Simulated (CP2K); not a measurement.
Crystal: HfO2.

```
Hf O
1.0
     3.55802    0.00000    0.00000
     0.00000    3.55802    0.00000
     0.00000    0.00000    5.17186
Hf O
2 4
Direct
  0.00000 0.00000 0.00000
  0.50000 0.50000 0.50000
  0.00000 0.50000 0.19721
  0.50000 0.00000 0.30279
  0.50000 0.00000 0.80279
  0.00000 0.50000 0.69721
```

Measurements of this composition are mostly on another form, of space group No. 14.

Base run:

```yaml
Program: CP2K 2026.2
Functional: rev-vdW-DF2
Potentials_or_basis: POTENTIAL_UZH Hf GTH-PBE-q12, O GTH-PBE-q6; DZVP-MOLOPT-PBE-GTH basis
Density_cutoff: 11565 eV
k_mesh: 8 × 8 × 5
Occupations: fermi-dirac, width 0.05 eV
Spin: no spin polarisation
```

Its results: band gap on the k mesh 4.84 eV, indirect (least direct gap 4.92 eV); pressure 1.4 GPa; largest force 0.046 eV/Å.

Q: The run is repeated on the same cell with these changes: functional from rev-vdW-DF2 to BLYP. What comes out?

A: Band gap on the k mesh 4.87 eV, indirect (least direct gap 4.95 eV); pressure 10.5 GPa; largest force 1.690 eV/Å.

Caveats: the potentials were made for another functional, which shifts forces and pressure; spin-orbit coupling is left out, which moves the levels of the heavy elements; the basis of atomic orbitals isn't converged, which shifts pressures, moduli and gaps.
